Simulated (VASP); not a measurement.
A run of VASP 6.6.1 is set up as follows.

Contents of INCAR:

```
SYSTEM = KTaO3
  ALGO = Normal
  EDIFF = 1E-7
  ENCUT = 520
  ISIF = 2
  ISMEAR = -1
  LASPH = .True.
  LCHARG = .False.
  LEFG = .True.
  LMIXTAU = .True.
  LREAL = .False.
  LWAVE = .False.
  METAGGA = R2SCAN
  NELM = 80
  PREC = Accurate
  SIGMA = 0.02
```

File KPOINTS:

```
k-points
0
Gamma
  6 6 6
  0 0 0
```

File POSCAR:

```
KTaO3
1.0
    3.9883000000      0.0000000000      0.0000000000
    0.0000000000      3.9883000000      0.0000000000
    0.0000000000      0.0000000000      3.9883000000
K Ta O
1 1 3
Direct
    0.5000000000      0.5000000000      0.5000000000
    0.0000000000      0.0000000000      0.0000000000
    0.5000000000      0.0000000000      0.0000000000
    0.0000000000      0.5000000000      0.0000000000
    0.0000000000      0.0000000000      0.5000000000
```

Potentials or basis: VASP PAW PBE potentials, release 64 (K_sv, Ta_pv, O).

Run with:

```bash
$ cat potpaw_PBE.64/K_sv/POTCAR potpaw_PBE.64/Ta_pv/POTCAR potpaw_PBE.64/O/POTCAR > POTCAR
$ mpirun -np 1 vasp_std > vasp.out
```

(1) What does it give for the band gap on the k mesh?

(2) Estimate the pressure.

Results:

(1) 2.60 eV, indirect (least direct gap 3.25 eV).

(2) 1.2 GPa.

Caveat: the PAW data sets were made with another functional, which shifts forces and pressure a little; spin-orbit coupling is left out, which moves the levels of the heavy elements.
